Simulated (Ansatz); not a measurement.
# ZnS (F-43m) in Ansatz: notebook

Aim: see how the results for ZnS move with the level of theory and the settings. Levels: RPBE, r2SCAN+rVV10, HSE03. Tasks: molecular dynamics, single point.

All numbers are computed with Ansatz 0.2.0; they aren't measurements. Logs are shortened: lines on timing, memory, paths and dates and some standing lists are left out, and cuts for length are marked.

**What was measured.**

“Electronic, vibrational, and thermodynamic properties of ZnS (zincblende and rocksalt structure)”, 2009, arxiv:0911.5022 quotes, for a bulk crystal of ZnS at 19 K: band gap 3.85 eV (direct).

The runs below are set against these values where they give the same quantity.

## 1. The crystal as given

Symmetry: F-43m, No. 216, cubic system. The conventional cell has a = 5.404 Å, b = 5.404 Å, c = 5.404 Å, α = 90.00°, β = 90.00°, γ = 90.00°. Zn (site symmetry -43m) is surrounded by 4 S at 2.34 Å. S (site symmetry -43m) is surrounded by 4 Zn at 2.34 Å.

## 2. Molecular dynamics, RPBE (cell strained at random at fixed volume)

input.yaml reads:

```yaml
crystal:
  lattice:
    - [0.026409, 2.736264, 2.72963]
    - [2.679802, 0.045311, 2.710728]
    - [2.705308, 2.742868, 0.019805]
  atoms:
    - { symbol: Zn, position: [0.75, 0.75, 0.75] }
    - { symbol: S, position: [0.0, 0.0, 0.0] }
hamiltonian:
  xc: rpbe
  pseudopotentials: { kind: paw, core: small }
kpoints:
  mp_grid: { grid: [6, 6, 6] }
scf:
  occupations: { method: fermi_dirac, width: 0.05 }
md:
  timestep: 1.0
  n_steps: 20
  ensemble: nvt_nose_hoover
  temperature: 300
  initial_velocities: maxwell_boltzmann
  seed: 8211
```

Potentials or basis: Ansatz PAW.

On the command line:

```sh
ansatz run input.yaml --threads 1 --pin off --max-ram 2560MiB --backend cpu --events-out ev --progress --plain --runs-dir out
```

What it wrote:

```text
Warning: md: disabling space-group detection — thermal motion breaks the input geometry's symmetry, so no spatial operation reduces the k-mesh or symmetrises the density; time reversal is kept, so that k and −k are solved as one point where they differ and the mesh holds both, and exact exchange and, on two spinor components, a DFT+U term hold to it where the run has them: on two components no moment then forms, and a state that bears one, which a typed moment (crystal.atoms[].spin; refused beside efield: under a hybrid functional) reaches, can lie lower, under hf by electronvolts; crystal.symmetry.detect: false (a key that needs symmetry detection or time reversal refuses this as the deck is read) with time_reversal: false beside it drops time reversal too
Warning: of Zn the run reads no dataset of the core that `hamiltonian.pseudopotentials.core` asks for: this build lists none beside the file that it uses, or the input names that file
Warning: RAYON_NUM_THREADS=1 ignored (pool sized by the plan → 1); use --threads N
Engine: ansatz 0.2.0, aarch64-unknown-linux-gnu
Pseudopotentials: kind: paw
Pseudopotential: Zn, paw, valence charge 12, recommended cutoff 420 eV (normal), Zn.paw.azcp
Pseudopotential: S, paw, valence charge 6, recommended cutoff 420 eV (normal), S.paw.azcp
Functional definition: RPBE
  parameter kappa = 0.804
  parameter beta = 0.06672455060314922
  exchange = rpbe_x(kappa = kappa, mu = beta*pi^2/3)
  correlation = pbe_c(beta = beta)
Crystal: 2 atoms, lattice volume = 39.454 Å³
Basis set: ecut = 420 eV, 753 PW (Γ), exchange–correlation on 54×54×54 points (8 copies of the dense FFT grid, shifted against one another)
Bands: 13, of which v1, the nominal top of the filled ones, is band 9 counted from 1 (8 counted from 0)
Symmetry: 1 space group operations
k-points: 112 of 216 (time reversal used)
Non-local potential: Zn, projectors of the file, l = 0: 2, l = 1: 2, l = 2: 3, l = 3: 1
Non-local potential: S, projectors of the file, l = 0: 2, l = 1: 2, l = 2: 2
PAW form: soft (Blöchl's): semilocal exchange-correlation on the pseudo side does not see the compensation charge
PAW frozen core: Zn, regenerated for the run's functional, and the local potential with it (the file was generated under x = pbe(κ = 0.804, μ = 0.2195149727645171), c = pbe(β = 0.06672455060314922))
PAW frozen core: S, regenerated for the run's functional, and the local potential with it (the file was generated under x = pbe(κ = 0.804, μ = 0.2195149727645171), c = pbe(β = 0.06672455060314922))
PAW one-centre angular grid: Zn, 590 points (default); XC on 64 Gauss nodes
PAW one-centre angular grid: S, 110 points (default); XC on 64 Gauss nodes
Initial density: superposition of atomic densities (neutral atoms: chi_scale 0, normalization atom), corrected by the library's trained network
Initial wavefunctions: pseudopotential atomic-orbital guess
Functional: x = rpbe, c = pbe(β = 0.06672455060314922)
SCF iter   1: F=—  HF=-4231.593522 eV  |F-HF|=—  |Δ(HF+E_count)|=         —  Δρ=3.92e-3  dr2=3.19e-3  ethr=1.77e-3  ⟨swp⟩=5.2  Hψ=8447  notcnv=0
preconditioner: auto → none  [insulator: Δε(μ)=2.231 eV  Ē_g=12.302 eV  σ=0.050 eV  W_gap=1.00  n_scr=14 (ndim 8)  ℏωp=25.1 eV  f_vac=0.026  D(μ)=0.00/eV (n_scr^D=0)  ε∞_Penn≈5.2]
SCF iter   2: F=—  HF=-4231.593341 eV  |F-HF|=—  |Δ(HF+E_count)|=   1.81e-4  Δρ=1.60e-3  dr2=6.54e-4  ethr=1.77e-5  ⟨swp⟩=2.1  Hψ=3643  notcnv=0
SCF iter   3: F=—  HF=-4231.593137 eV  |F-HF|=—  |Δ(HF+E_count)|=   2.04e-4  Δρ=8.02e-4  dr2=1.34e-4  ethr=3.64e-6  ⟨swp⟩=2.0  Hψ=2350  notcnv=0
[... 75 lines left out ...]
SCF iter   1: F=—  HF=-4231.585420 eV  |F-HF|=—  |Δ(HF+E_count)|=         —  Δρ=1.06e-6  dr2=2.12e-10  ethr=1.11e-10  ⟨swp⟩=2.0  Hψ=3257  notcnv=0
automatic band count: iteration 1 solves 12 bands in place of 13: the levels show a gap, and the empty bands left out lie too high to hold charge; the band table lists the bands solved (type scf.n_extra_bands for more)
preconditioner: auto → none  [insulator: Δε(μ)=2.208 eV  Ē_g=11.597 eV  σ=0.050 eV  W_gap=1.00  n_scr=14 (ndim 8)  ℏωp=25.1 eV  f_vac=0.032  D(μ)=0.00/eV (n_scr^D=0)  ε∞_Penn≈5.7]
SCF iter   2: F=-4231.585420 eV  HF=-4231.585420 eV  |F-HF|=2.27e-11  |Δ(HF+E_count)|=  2.64e-11  Δρ=4.87e-7  dr2=3.01e-11  ethr=1.18e-12  ⟨swp⟩=3.9  Hψ=3976  notcnv=0
[... 60 lines left out ...]
SCF iter   1: F=—  HF=-4231.569100 eV  |F-HF|=—  |Δ(HF+E_count)|=         —  Δρ=1.32e-6  dr2=2.26e-10  ethr=1.11e-10  ⟨swp⟩=2.1  Hψ=3486  notcnv=0
automatic band count: iteration 1 solves 12 bands in place of 13: the levels show a gap, and the empty bands left out lie too high to hold charge; the band table lists the bands solved (type scf.n_extra_bands for more)
preconditioner: auto → none  [insulator: Δε(μ)=2.187 eV  Ē_g=11.600 eV  σ=0.050 eV  W_gap=1.00  n_scr=14 (ndim 8)  ℏωp=25.1 eV  f_vac=0.032  D(μ)=0.00/eV (n_scr^D=0)  ε∞_Penn≈5.7]
SCF iter   2: F=-4231.569100 eV  HF=-4231.569100 eV  |F-HF|=2.91e-11  |Δ(HF+E_count)|=  4.18e-11  Δρ=6.22e-7  dr2=4.48e-11  ethr=1.25e-12  ⟨swp⟩=3.3  Hψ=3861  notcnv=0
SCF 20 converged in 2 iterations: F = -4231.569100 eV  dr2 = 4.48e-11
md step    19: t =    19.00 fs  T =   114.3 K  F+E_penalty+E_count = -4231.56909987 eV  E_kin = 0.014775 eV  conserved = -4231.55443274 eV  (2 SCF iters)
iter 1 solved again at ethr=2.87e-8 eV; its pass at ethr=3.10e-3 eV (dr2=5.16e-6 eV) is discarded
SCF iter   1: F=—  HF=-4231.567616 eV  |F-HF|=—  |Δ(HF+E_count)|=         —  Δρ=1.76e-4  dr2=7.50e-6  ethr=2.87e-8  ⟨swp⟩=3.6  Hψ=11038  notcnv=0
preconditioner: auto → none  [insulator: Δε(μ)=2.186 eV  Ē_g=12.283 eV  σ=0.050 eV  W_gap=1.00  n_scr=14 (ndim 8)  ℏωp=25.1 eV  f_vac=0.032  D(μ)=0.00/eV (n_scr^D=0)  ε∞_Penn≈5.2]
SCF iter   2: F=—  HF=-4231.567617 eV  |F-HF|=—  |Δ(HF+E_count)|=   6.34e-7  Δρ=7.73e-5  dr2=1.19e-6  ethr=2.87e-8  ⟨swp⟩=2.4  Hψ=2390  notcnv=0
SCF iter   3: F=—  HF=-4231.567617 eV  |F-HF|=—  |Δ(HF+E_count)|=   1.73e-7  Δρ=3.03e-5  dr2=2.42e-7  ethr=6.60e-9  ⟨swp⟩=2.9  Hψ=2927  notcnv=0
SCF iter   4: F=—  HF=-4231.567617 eV  |F-HF|=—  |Δ(HF+E_count)|=   6.86e-8  Δρ=1.10e-5  dr2=2.85e-8  ethr=1.34e-9  ⟨swp⟩=2.0  Hψ=2351  notcnv=0
SCF iter   5: F=-4231.567617 eV  HF=-4231.567617 eV  |F-HF|=7.82e-11  |Δ(HF+E_count)|=   5.35e-9  Δρ=2.48e-6  dr2=1.32e-9  ethr=1.11e-11  ⟨swp⟩=3.5  Hψ=6191  notcnv=0
SCF 21 converged in 5 iterations: F = -4231.567617 eV  dr2 = 1.32e-9
md step    20: t =    20.00 fs  T =   102.9 K  F+E_penalty+E_count = -4231.56761715 eV  E_kin = 0.013307 eV  conserved = -4231.55443208 eV  (5 SCF iters)
SCF converged after 5 iterations
Free energy (F): -4231.567617 eV
Harris-Foulkes:  -4231.567617 eV  (|F-HF|=7.82e-11)
Internal energy: -4231.567617 eV  (E = F + TS)
E sigma→0 (E₀):  -4231.567617 eV
Fermi energy:    7.089032 eV
--- Per-component energies (eV) ---
  E_band       = 7.582631
  E_kinetic    = 238.395592
  E_local      = -2042.048633  (includes V_loc(G=0)·N_el)
  E_nonlocal   = 642.327513
  E_hartree    = 854.843325
  E_xc         = -235.067144
  E_vxc        = -139.096164  (∫ρ·V_xc dr)
  E_paw        = -2437.040472  (= ΣΔE_a)
  E_vpaw       = -401.681053  (= ΣTr[D̂ρ^β])
  E_aug_tail   = -0.000365  (compensation charges beyond the density's cutoff)
  E_ewald      = -1252.866869
  E_core_change = -0.110563  (= ΣΔE_core)
  E_smearing   = -0.000000  (= −TS)
  E_closure    = -0.000000  (closes the sum)
  Σ components = -4231.567617   (vs F -4231.567617, Δ=0.00e0)
--- Forces (eV/Å), atoms counted from 1 ---
  atom   1  Zn     0.30082320    -0.44475975    -0.02810305
  atom   2  S     -0.30082103     0.44475478     0.02809993
  max |Σ_I F_I| component: 4.97e-6 eV/Å
--- MD trajectory: 20 steps, t = 0.0 → 20.0 fs ---
  final state: T = 102.9 K   F+E_penalty+E_count = -4231.56761715 eV   E_kin = 0.013307 eV
  conserved energy: peak-to-peak 1.852e-5 eV (9.260e-6 eV/atom) over 20.0 fs
```

md.tsv:

```text
# step	time_fs	lagrangian_ev	e_kin_ev	conserved_ev	temperature_k	n_scf	instantaneous_pressure_gpa	pulay_correction_pressure_gpa	volume_ang3	basis_selection	selection_volumetric_strain	selection_max_deviatoric_strain	pulay_correction_read	pulay_correction_kernel_widenings	a_ang	b_ang	c_ang	alpha_deg	beta_deg	gamma_deg	quantum_kinetic_energy_ev	gyration_radius_ang	target_temperature_k	e_deformation_potential
0	0.000000	-4.2315932286e3	3.8777999680e-2	-4.2315544506e3	300.0000	7	nan	nan	nan	nan	nan	nan	nan	nan	nan	nan	nan	nan	nan	nan	nan	nan	nan	0.0000000000e0
1	1.000000	-4.2315930482e3	3.8598036875e-2	-4.2315544501e3	298.6077	6	nan	nan	nan	nan	nan	nan	nan	nan	nan	nan	nan	nan	nan	nan	nan	nan	nan	0.0000000000e0
2	2.000000	-4.2315926701e3	3.8220543440e-2	-4.2315544496e3	295.6873	6	nan	nan	nan	nan	nan	nan	nan	nan	nan	nan	nan	nan	nan	nan	nan	nan	nan	0.0000000000e0
3	3.000000	-4.2315921028e3	3.7654116832e-2	-4.2315544489e3	291.3053	6	nan	nan	nan	nan	nan	nan	nan	nan	nan	nan	nan	nan	nan	nan	nan	nan	nan	0.0000000000e0
4	4.000000	-4.2315913569e3	3.6909310575e-2	-4.2315544481e3	285.5432	6	nan	nan	nan	nan	nan	nan	nan	nan	nan	nan	nan	nan	nan	nan	nan	nan	nan	0.0000000000e0
5	5.000000	-4.2315904443e3	3.5998423910e-2	-4.2315544472e3	278.4962	2	nan	nan	nan	nan	nan	nan	nan	nan	nan	nan	nan	nan	nan	nan	nan	nan	nan	0.0000000000e0
[... 13 lines left out ...]
19	19.000000	-4.2315690999e3	1.4774716076e-2	-4.2315544327e3	114.3023	2	nan	nan	nan	nan	nan	nan	nan	nan	nan	nan	nan	nan	nan	nan	nan	nan	nan	0.0000000000e0
20	20.000000	-4.2315676171e3	1.3306987661e-2	-4.2315544321e3	102.9475	5	nan	nan	nan	nan	nan	nan	nan	nan	nan	nan	nan	nan	nan	nan	nan	nan	nan	0.0000000000e0
```

It took 63 s on 1 thread of Arm Neoverse V1, shared host; peak memory 0.39 GiB.

The path:
```tsv
step	potential energy change (eV)	largest force (eV/Å)	temperature (K)
1	0.0000	0.1448	300
2	0.0002	0.1551	299
3	0.0006	0.1719	296
4	0.0011	0.1932	291
5	0.0019	0.2170	286
6	0.0028	0.2422	278
7	0.0039	0.2680	270
8	0.0051	0.2937	261
9	0.0064	0.3190	251
10	0.0078	0.3436	240
11	0.0093	0.3674	228
12	0.0109	0.3901	216
13	0.0126	0.4116	203
14	0.0142	0.4320	190
15	0.0159	0.4511	177
16	0.0176	0.4689	164
17	0.0193	0.4854	151
18	0.0210	0.5005	139
19	0.0226	0.5142	126
20	0.0241	0.5266	114
21	0.0256	0.5377	103
```

Caveat: the PAW data sets come from PBE, with cores solved anew for the run's functional, which leaves a small shift of forces and pressure.

## 3. Single point, r2SCAN+rVV10 (volume scaled by 1.04)

input.yaml reads:

```yaml
crystal:
  lattice:
    - [0.0, 2.7375567091, 2.7375567091]
    - [2.7375567091, 0.0, 2.7375567091]
    - [2.7375567091, 2.7375567091, 0.0]
  atoms:
    - { symbol: Zn, position: [0.75, 0.75, 0.75] }
    - { symbol: S, position: [0.0, 0.0, 0.0] }
hamiltonian:
  xc: r2scan
  pseudopotentials: { kind: paw, source: jth }
  dispersion: rvv10
kpoints:
  mp_grid: { grid: [9, 9, 9] }
scf:
  occupations: { method: fixed }
output:
  forces: true
  stress: true
  eigenvalues: true
```

Potentials or basis: JTH PAW.

On the command line:

```sh
ansatz run input.yaml --threads 1 --pin off --max-ram 2560MiB --backend cpu --events-out ev --progress --plain --runs-dir out
```

It took 35 s on 1 thread of Arm Neoverse V1, shared host; peak memory 1.3 GiB.

It converged, with:

```
Free energy            : -4230.0769 eV
Pressure               : -4.2 GPa
Band gap on the k mesh : 2.41 eV, direct
```

Levels at points of the mesh, in eV from the valence-band top:
| k point | band 6 | band 7 | band 8 | band 9 | band 10 | band 11 | band 12 | band 13 |
| --- | --- | --- | --- | --- | --- | --- | --- | --- |
| (0.00, 0.00, 0.00) | -5.84 | 0.00 | 0.00 | 0.00 | 2.41 | 6.87 | 6.87 | 6.87 |

Caveat: odd divisions of the mesh miss points on the zone boundary, where band edges often lie, so the gap on the mesh can be too wide.

## 4. Single point, HSE03

input.yaml reads:

```yaml
crystal:
  lattice: { a: 5.404, b: 5.404, c: 5.404, alpha: 90.0, beta: 90.0, gamma: 90.0 }
  space_group: 216
  reduce_to_primitive: true
  atoms:
    - { symbol: Zn, wyckoff: "4c", position: [0.25, 0.25, 0.25] }
    - { symbol: S, wyckoff: "4a", position: [0.0, 0.0, 0.0] }
hamiltonian:
  xc: { exchange: pbe, correlation: pbe, exx: { coeff: 0.25, omega: 0.3 } }
  pseudopotentials: { kind: paw }
kpoints:
  mp_grid: { grid: [6, 6, 6] }
scf:
  occupations: { method: gaussian, width: 0.1 }
output:
  forces: true
  stress: true
  eigenvalues: true
```

Potentials or basis: Ansatz PAW.

On the command line:

```sh
ansatz run input.yaml --threads 1 --pin off --max-ram 2560MiB --backend cpu --events-out ev --progress --plain --runs-dir out
```

Run time: 30 s. Hardware: 1 thread of Arm Neoverse V1, shared host; peak memory 1.1 GiB.

The run converged. Its results:

| Property | Result |
| --- | --- |
| Free energy | -4223.3514 eV |
| Pressure | 1.1 GPa |
| Band gap on the k mesh | 3.13 eV, direct |

Levels at points of the mesh, in eV from the valence-band top:
```
             k point  band 5  band 6  band 7  band 8  band 9  band 10  band 11  band 12  band 13
  (0.00, 0.00, 0.00)   -7.39   -7.39    0.00    0.00    0.00     3.13     7.46     7.46     7.46
 (0.00, 0.00, -0.50)   -7.37   -7.16   -5.52   -0.90   -0.90     4.34     7.95     7.95     9.96
(0.00, -0.50, -0.50)   -7.33   -7.12   -4.93   -2.31   -2.31     4.18     5.05    12.28    13.42
```

Caveat: the PAW data sets come from PBE, with cores solved anew for the run's functional, which leaves a small shift of forces and pressure; the thresholds are loose for stress.

## 5. Summary

| task | level | potentials or basis | cell | k mesh | cutoff (eV) | smearing | temperature | gap on the mesh (eV) | pressure (GPa) |
| --- | --- | --- | --- | --- | --- | --- | --- | --- | --- |
| molecular dynamics | RPBE | Ansatz PAW | cell strained at random at fixed volume | 6 × 6 × 6 | 420 | fermi-dirac 0.05 eV | 300 K | - | - |
| single point | r2SCAN+rVV10 | JTH PAW | volume scaled by 1.04 | 9 × 9 × 9 | 1080 | fixed | - | 2.41 | -4.2 |
| single point | HSE03 | Ansatz PAW | as given | 6 × 6 × 6 | 420 | gaussian 0.1 eV | - | 3.13 | 1.1 |

Alike in all rows: no spin polarisation.

Caveats: the PAW data sets come from PBE, with cores solved anew for the run's functional, which leaves a small shift of forces and pressure (some runs); odd divisions of the mesh miss points on the zone boundary, where band edges often lie, so the gap on the mesh can be too wide (some runs); the thresholds are loose for stress (some runs).

Total energies depend on the potentials used, so only differences within one code and one set of settings carry meaning.

## 6. Comparison with measurements

Step 4. Against the measured gap of ZnS, 3.85 eV (direct; 19 K; quoted in “Electronic, vibrational, and thermodynamic properties of ZnS (zincblende and rocksalt structure)”, 2009, arxiv:0911.5022), the calculated 3.13 eV is off by -0.72 eV. The value is that of HSE03, without temperature or zero-point motion.
